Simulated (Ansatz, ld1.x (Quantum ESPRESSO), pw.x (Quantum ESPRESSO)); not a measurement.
**Equation-of-state test of one TM potential (potassium (K))**

ld1.x (Quantum ESPRESSO) 7.5 input, shortened:

```
&input
   title='K', zed=19., rel=1, dft='PBESOL', iswitch=3,
   config='[Ar] 3d-2 4s1 4p0'
 /
 &inputp
   pseudotype=2, tm=.true., lloc=0,
   nlcc=.true., new_core_ps=.true.
 /
3
4P  2  1   0.00   0.00  4.10  4.10  0.0
3D  3  2  -2.00  -0.05  4.25  4.25  0.0
4S  1  0   1.00   0.00  3.60  3.60  0.0
 &test
   configts(1)='4s1 4p0'
 /
```

Crystal test: bcc K in pw.x 7.5, no spin, 9³ k-points, Fermi–Dirac smearing 0.01 Ry, cutoffs 50/200 Ry. The reference is all-electron LAPW (Ansatz 0.2.0) with the same functional, mesh and smearing; V0 and B0 come from Birch–Murnaghan fits to the pressures at five volumes. Errors are pseudo minus all-electron; Δ is the rms difference of the E(V) curves that follow from these fits, minima aligned, over ±6 % about the mean V0. Mesh and smearing are coarse, so the numbers serve the comparison and aren't converged zero-temperature values; the lattice is a test structure that the element need not adopt.

| V (Å³/atom) | P all-electron (GPa) | P pseudo (GPa) |
| --- | --- | --- |
| 67.914 | 0.19 | 0.18 |
| 69.701 | 0.08 | 0.08 |
| 71.488 | -0.01 | -0.02 |
| 73.275 | -0.10 | -0.10 |
| 75.062 | -0.17 | -0.18 |

All-electron: a0 = 5.222 Å (V0 = 71.21 Å³/atom), B0 = 3.6 GPa.

Pseudopotential: mean pressure error (GPa): -0.00; a0 (Å): 5.220; a0 error (%): -0.04; B0 error (%): +0.9; Δ (meV/atom): 0.1.

Task: At the middle volume, how do free energy and pressure move when the wave cutoff is lowered (ecutrho kept at four times it)?

Result:

```csv
cutoff (Ry),shift of F (meV/atom),shift of P (GPa)
22,+0.0,+0.00
30,+0.0,+0.00
40,+0.0,+0.00
```

The run at the middle volume (35 k-points, 6 iterations) took about 7.5 s on one core of a shared host (Neoverse-V2, 96 threads, 742 GiB, load 80).
